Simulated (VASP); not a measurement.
Wanted: the native input for a VASP 6.6.1 run.

- Task: relaxation of cell and atoms
- Functional: PBE
- Dispersion: D3(BJ)
- Potentials or basis: VASP PAW PBE potentials, release 64 (Ta_pv, C)
- Cutoff: 600 eV
- k mesh: 16 × 16 × 16
- Occupations: gaussian, width 0.1 eV
- Spin: no spin polarisation
- Further INCAR settings: ALGO = Fast; EDIFF = 1e-07; IBRION = 2; EDIFFG = -0.005; NSW = 90; ISIF = 3

The structure of TaC lies in POSCAR:

```
TaC
1.0
    0.0000000000      2.2338976900      2.2338976900
    2.2338976900      0.0000000000      2.2338976900
    2.2338976900      2.2338976900      0.0000000000
Ta C
1 1
Direct
    0.0000000000      0.0000000000      0.0000000000
    0.5000000000      0.5000000000      0.5000000000
```

The cell is a database's computed one.

The input as run:

INCAR

```
ALGO     = Fast           # electronic algorithm
EDIFF    = 1E-7           # SCF threshold, eV
EDIFFG   = -0.005         # ionic threshold
ENCUT    = 600            # plane-wave cutoff, eV
GGA      = PE             # functional
IBRION   = 2              # ionic algorithm
ISIF     = 3              # what is computed and relaxed
ISMEAR   = 0              # smearing method
IVDW     = 12             # dispersion correction
LASPH    = T              # aspherical terms in the spheres
LCHARG   = F              # write CHGCAR
LREAL    = F              # projectors in reciprocal space
LWAVE    = F              # write WAVECAR
NELM     = 60             # most SCF steps
NSW      = 90             # ionic steps
PREC     = Accurate       # precision mode
SIGMA    = 0.1            # smearing width, eV
```

KPOINTS

```
k-points
0
Gamma
  16 16 16
```

Potentials or basis: VASP PAW PBE potentials, release 64 (Ta_pv, C).

Launch:

```sh
$ cat potpaw_PBE.64/Ta_pv/POTCAR potpaw_PBE.64/C/POTCAR > POTCAR
$ mpirun -np 1 vasp_std > vasp.out
```

It gave:

```json
{
  "Relaxed volume": "11.00 Å³/atom",
  "Relaxed cell": "a = 3.145 Å, b = 3.145 Å, c = 3.145 Å, α = 60.00°, β = 60.00°, γ = 60.00°",
  "Space group after relaxing (to 0.05 Å)": "Fm-3m (No. 225)",
  "Energy gained by relaxing": "2.2 meV/atom",
  "Ionic steps": "3",
  "Pressure after relaxing": "0.0 GPa",
  "Band gap on the k mesh": "none (metal or under the smearing width)",
  "Dispersion energy per atom": "-0.462 eV"
}
```

Caveat: pairwise dispersion overbinds metals, which lowers pressure and volume.

Wall time 80 s on 1 thread of AMD EPYC 9R45 96-Core Processor (Zen 5), with other jobs on the host, peak memory 0.18 GiB.
